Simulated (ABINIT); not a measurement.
The system is Si.

```
Si
1.0
    -3.32544    3.32544    1.92239
     3.32544   -3.32544    1.92239
     3.32544    3.32544   -1.92239
Si
4
Direct
  0.82120 0.17880 0.00000
  0.17880 0.82120 0.00000
  0.82120 0.82120 0.64240
  0.17880 0.17880 0.35760
```

This isn't the form of Si at room conditions, which is diamond.

- Program: ABINIT 10.8.3 (patched build)
- Task: relaxation of cell and atoms
- Functional: LDA
- Potentials or basis: JTH PAW LDA v2.0
- Cutoff: 408 eV
- k mesh: 8 × 8 × 8
- Occupations: fermi-dirac, width 0.05 eV
- Spin: no spin polarisation

At the start: pressure -1.9 GPa; volume 21.26 Å³/atom.

Where does the relaxation end?

Over 6 steps the energy falls by 2.8 meV/atom and the volume is 20.80 Å³/atom (-2.2 %); space group I4/mmm (No. 139, to 0.05 Å).

Step by step:
```csv
step,energy change (eV),largest force (eV/Å),pressure (GPa),volume (Å³)
1,0.0000,0.0241,-1.87,85.04
2,-0.0050,0.0009,-1.39,84.55
3,-0.0055,0.2774,0.27,82.87
4,-0.0100,0.0783,-0.40,83.60
5,-0.0106,0.0500,-0.27,83.46
6,-0.0110,0.0005,0.01,83.19
```

Final structure:
```
Si
1.0
    -3.30210    3.30210    1.90725
     3.30210   -3.30210    1.90725
     3.30210    3.30210   -1.90725
Si
4
Cartesian
  -2.1213 2.1213 1.9072
  2.1213 -2.1213 1.9072
  2.1213 2.1213 1.9072
  1.1808 1.1808 0.0000
```
